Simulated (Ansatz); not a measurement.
# Mg: levels along high-symmetry lines

```
CELL_PARAMETERS angstrom
0.00000 2.24426 2.24426
2.24426 0.00000 2.24426
2.24426 2.24426 0.00000
ATOMIC_POSITIONS crystal
Mg 0.00000 0.00000 0.00000
```

The cell is the one relaxed in the Materials Project (mp-1056702), not relaxed further here; entries there can be hypothetical.

Level of theory: DFT, PBE, all-electron LAPW, scalar-relativistic in Ansatz 0.2.0.

Sampling and basis: a Γ-centred 16×16×16 k mesh, Fermi–Dirac smearing of 0.03 eV, basis error target 1 meV/atom, no spin polarisation.

Points in fractions of the reciprocal vectors of this cell: Γ (0, 0, 0), X (0.5, 0, 0.5), U (0.625, 0.25, 0.625), K (0.375, 0.375, 0.75), L (0.5, 0.5, 0.5), W (0.5, 0.25, 0.75). The path joins them by straight lines in the order Γ–X–U–K–Γ–L–W–X; legs that retrace an earlier one aren't tabulated. Energies are in eV from the Fermi level.

**Question.** Metal or insulator at this level of theory?

**Answer.** No gap opens: metallic or semimetallic.

**Question.** Tabulate bands 2 to 7, counted from the lowest band of the run, along the path.

**Answer.** 
| k (1/Å) | point | band 2 | band 3 | band 4 | band 5 | band 6 | band 7 |
| --- | --- | --- | --- | --- | --- | --- | --- |
| 0.00 | Γ | -42.69 | -42.69 | -42.69 | -6.97 | 12.46 | 12.46 |
| 0.20 |  | -42.69 | -42.69 | -42.69 | -6.82 | 11.36 | 11.51 |
| 0.40 |  | -42.69 | -42.69 | -42.69 | -6.36 | 9.83 | 10.19 |
| 0.60 |  | -42.70 | -42.69 | -42.69 | -5.60 | 8.52 | 9.06 |
| 0.80 |  | -42.71 | -42.70 | -42.70 | -4.55 | 7.43 | 7.48 |
| 1.00 |  | -42.71 | -42.70 | -42.70 | -3.22 | 4.85 | 6.73 |
| 1.20 |  | -42.72 | -42.70 | -42.70 | -1.64 | 2.51 | 6.28 |
| 1.40 | X | -42.72 | -42.70 | -42.70 | -0.21 | 0.82 | 6.13 |
| 1.47 |  | -42.72 | -42.70 | -42.70 | -0.19 | 0.84 | 5.75 |
| 1.54 |  | -42.72 | -42.70 | -42.70 | -0.14 | 0.89 | 5.05 |
| 1.61 |  | -42.72 | -42.70 | -42.70 | -0.05 | 0.97 | 4.29 |
| 1.68 |  | -42.72 | -42.70 | -42.70 | 0.07 | 1.09 | 3.53 |
| 1.75 |  | -42.72 | -42.70 | -42.70 | 0.22 | 1.20 | 2.79 |
| 1.82 |  | -42.72 | -42.71 | -42.70 | 0.41 | 1.24 | 2.20 |
| 1.89 | U | -42.71 | -42.71 | -42.70 | 0.63 | 0.91 | 2.03 |
| 2.02 |  | -42.71 | -42.71 | -42.70 | 0.51 | 0.81 | 2.28 |
| 2.14 |  | -42.71 | -42.71 | -42.70 | 0.32 | 0.72 | 2.87 |
| 2.26 |  | -42.71 | -42.71 | -42.70 | 0.22 | 0.66 | 3.53 |
| 2.38 |  | -42.71 | -42.71 | -42.70 | 0.22 | 0.66 | 3.53 |
| 2.51 |  | -42.71 | -42.71 | -42.70 | 0.32 | 0.72 | 2.87 |
| 2.63 |  | -42.71 | -42.71 | -42.70 | 0.51 | 0.81 | 2.28 |
| 2.75 | K | -42.71 | -42.71 | -42.70 | 0.63 | 0.91 | 2.03 |
| 2.96 |  | -42.71 | -42.71 | -42.70 | -0.99 | 1.50 | 2.80 |
| 3.18 |  | -42.71 | -42.70 | -42.69 | -2.77 | 2.69 | 4.04 |
| 3.39 |  | -42.71 | -42.70 | -42.69 | -4.26 | 4.20 | 5.58 |
| 3.60 |  | -42.70 | -42.69 | -42.69 | -5.43 | 6.02 | 7.37 |
| 3.81 |  | -42.70 | -42.69 | -42.69 | -6.29 | 8.15 | 9.32 |
| 4.02 |  | -42.69 | -42.69 | -42.69 | -6.80 | 10.54 | 11.28 |
| 4.24 | Γ | -42.69 | -42.69 | -42.69 | -6.97 | 12.46 | 12.46 |
| 4.41 |  | -42.69 | -42.69 | -42.69 | -6.86 | 10.78 | 12.21 |
| 4.58 |  | -42.69 | -42.69 | -42.69 | -6.51 | 8.41 | 11.78 |
| 4.76 |  | -42.70 | -42.69 | -42.69 | -5.94 | 6.10 | 11.43 |
| 4.93 |  | -42.71 | -42.69 | -42.69 | -5.15 | 3.94 | 11.23 |
| 5.10 |  | -42.72 | -42.69 | -42.69 | -4.14 | 1.95 | 11.18 |
| 5.28 |  | -42.72 | -42.69 | -42.69 | -2.93 | 0.15 | 11.27 |
| 5.45 | L | -42.72 | -42.69 | -42.69 | -1.71 | -1.27 | 11.36 |
| 5.59 |  | -42.72 | -42.69 | -42.69 | -1.64 | -1.20 | 10.11 |
| 5.73 |  | -42.72 | -42.70 | -42.69 | -1.43 | -0.98 | 8.42 |
| 5.87 |  | -42.72 | -42.70 | -42.70 | -1.08 | -0.61 | 6.81 |
| 6.01 |  | -42.72 | -42.70 | -42.70 | -0.60 | -0.11 | 5.34 |
| 6.16 |  | -42.71 | -42.71 | -42.70 | 0.03 | 0.49 | 4.00 |
| 6.30 |  | -42.71 | -42.71 | -42.70 | 0.78 | 1.12 | 2.82 |
| 6.44 | W | -42.71 | -42.71 | -42.70 | 1.47 | 1.47 | 1.99 |
| 6.54 |  | -42.71 | -42.71 | -42.70 | 1.02 | 1.87 | 1.98 |
| 6.64 |  | -42.71 | -42.71 | -42.70 | 0.65 | 1.62 | 2.57 |
| 6.74 |  | -42.72 | -42.70 | -42.70 | 0.34 | 1.36 | 3.22 |
| 6.84 |  | -42.72 | -42.70 | -42.70 | 0.10 | 1.13 | 3.94 |
| 6.94 |  | -42.72 | -42.70 | -42.70 | -0.07 | 0.96 | 4.72 |
| 7.04 |  | -42.72 | -42.70 | -42.70 | -0.17 | 0.86 | 5.54 |
| 7.14 | X | -42.72 | -42.70 | -42.70 | -0.21 | 0.82 | 6.13 |
